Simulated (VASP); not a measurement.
VASP inputs for AlN (strained rocksalt)

INCAR

```
NELM = 120
IBRION = -1
PREC = Accurate
ISIF = 2
GGA = PE
LWAVE = .FALSE.
LREAL = .FALSE.
ENCUT = 520
SIGMA = 0.02
NSW = 0
EDIFF = 1E-7
LCHARG = .FALSE.
LASPH = .TRUE.
ISMEAR = -1
NBANDS = 11
```

KPOINTS

```
KPOINTS created by Atomic Simulation Environment
0
Gamma
10 10 10
0 0 0
```

KPOINTS_OPT

```
special points
7
Reciprocal
0.0000000000 0.0000000000 0.0000000000 1
0.5000000000 0.0000000000 0.5000000000 1
0.6250000000 0.2500000000 0.6250000000 1
0.3750000000 0.3750000000 0.7500000000 1
0.5000000000 0.5000000000 0.5000000000 1
0.5000000000 0.2500000000 0.7500000000 1
0.0000000000 0.5000000000 0.5000000000 1
```

POSCAR

```
Al N
 1.0000000000000000
     0.0000000000000000    1.9583023921000000    1.9583023921000000
     1.9583023921000000    0.0000000000000000    1.9583023921000000
     1.9583023921000000    1.9583023921000000    0.0000000000000000
 Al  N
   1   1
Cartesian
  0.0000000000000000  0.0000000000000000  0.0000000000000000
  1.9583023921000000  1.9583023921000000  1.9583023921000000
```

VASP ran with the recommended PBE PAW datasets (8 valence electrons in the cell).

Question: What does this run give?

Answer: gap between bands v and c 5.12 eV; least direct gap 7.13 eV; pressure 36.3 GPa.

Band v is the last that the valence electrons fill when counted band by band, and c is the next. Levels in eV from the top of v:

| point | v−1 | v | c | c+1 |
| --- | --- | --- | --- | --- |
| Γ | 0.00 | 0.00 | 7.13 | 12.47 |
| X | -3.05 | -3.05 | 5.12 | 5.57 |
| K | -5.89 | -2.54 | 6.45 | 9.92 |
| L | -1.27 | -1.27 | 6.76 | 11.80 |
| W | -6.24 | -4.17 | 9.15 | 11.25 |
